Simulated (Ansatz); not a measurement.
Levels of theory on ZnO (COD cell start)

**What was measured.**

From “Realistic dielectric response of high temperature sintered ZnO ceramic: a microscopic and spectroscopic approach”, 2020, pmc:9056371, for a ceramic of ZnO: lattice constant a 3.2513 Å; lattice constant c 5.2077 Å.

“ZnCr2O4 Inclusions in ZnO Matrix Investigated by Probe-Corrected STEM-EELS”, 2019, pmc:6471317 reports, for a ceramic of ZnO: band gap 3.22 ± 0.01 eV (direct).

The comparison with the calculation stands at the end.

The compound was started in one structure type and brought to zero pressure at each level (plane-wave PAW code Ansatz, Gaussian smearing of 0.05 eV, scalar-relativistic unless SOC, spin–orbit coupling, is named).

The start was a measured cell (COD).

The cell at PBEsol (neighbours within 15 % of each site's shortest distance, so a longer bond may be listed from one end only): The structure is hexagonal, space group P6_3mc (No. 186). The conventional cell has a = 3.230 Å, b = 3.230 Å, c = 5.214 Å, α = 90.00°, β = 90.00°, γ = 120.00°. Zn (site symmetry 3m) is surrounded by 4 O at 1.97 to 1.98 Å. Around O (site symmetry 3m) lie 4 Zn at 1.97 to 1.98 Å.

```tsv
level	cutoff (eV)	k-mesh	final group	a (Å)	c (Å)	V (Å³/atom)	gap (eV)	B0 (GPa)	E_f (eV/atom)
PBEsol	420	12×12×6	P6_3mc	3.230	5.214	11.78	0.70	145	-1.47
PBE	420	12×12×8	P6_3mc	3.280	5.294	12.33	0.74	129	-1.42
```

Q: Predict the results of r²SCAN (500 eV, 12×12×6 mesh).

A: final group P6_3mc, a (Å) 3.236, c (Å) 5.209, V (Å³/atom) 11.81, gap (eV) 1.24, E_f (eV/atom) -1.63.

Volumes against PBE: PBEsol −4.5 %, r²SCAN −4.2 %. PBEsol < PBE is the usual order of volumes: a stronger gradient correction lowers the energy of inhomogeneous, expanded densities and so lengthens the bonds (here 1.5 % in length from PBEsol to PBE, a third of the change in volume). Of these two, the larger cell is the softer: stretching the PBEsol crystal to the PBE volume along its own (Murnaghan) curve would take its modulus to B0 (V0/V)^B0′ = 145 × (11.78/12.33)^4.8 = 116 GPa, against 129 GPa found, so volume alone would soften it more than is found. r²SCAN widens the gap by 0.49 eV over PBE, as meta-GGAs in the generalised Kohn–Sham scheme often do. The formation energy spans 0.21 eV/atom over the functionals (r²SCAN lowest, PBE highest); the spread holds the functional's effect on the elements as well as on the compound.

Measured a = 3.2513 Å (ceramic; “Realistic dielectric response of high temperature sintered ZnO ceramic: a microscopic and spectroscopic approach”, 2020, pmc:9056371); the levels miss it by −0.7 % (PBEsol), +0.9 % (PBE), −0.5 % (r²SCAN). Measured c = 5.2077 Å (ceramic; “Realistic dielectric response of high temperature sintered ZnO ceramic: a microscopic and spectroscopic approach”, 2020, pmc:9056371); the levels miss it by +0.1 % (PBEsol), +1.6 % (PBE), 0.0 % (r²SCAN). The calculated cells are static, while the measured one holds zero-point and thermal expansion, usually some tenths of a per cent in a lattice constant. Measured gap: 3.22 eV (direct; ceramic; “ZnCr2O4 Inclusions in ZnO Matrix Investigated by Probe-Corrected STEM-EELS”, 2019, pmc:6471317); calculated 0.70 eV (PBEsol), 0.74 eV (PBE), 1.24 eV (r²SCAN). Kohn–Sham gaps of semilocal functionals as a rule fall short of measured gaps, and an optical onset can be a direct transition above an indirect gap.

The PAW datasets are PBE ones. The gaps are differences of one-electron levels. Semilocal functionals put them too low, often by a third to a half, so a small gap or a slight overlap here can be a sizeable gap in the solid. E_f is the formation energy from the elements run alike, at 0 K, without zero-point energy or any correction for the binding of gas molecules; it is good to about 0.01 eV/atom as a calculation.

All runs used the PAW datasets of the set soft_2.
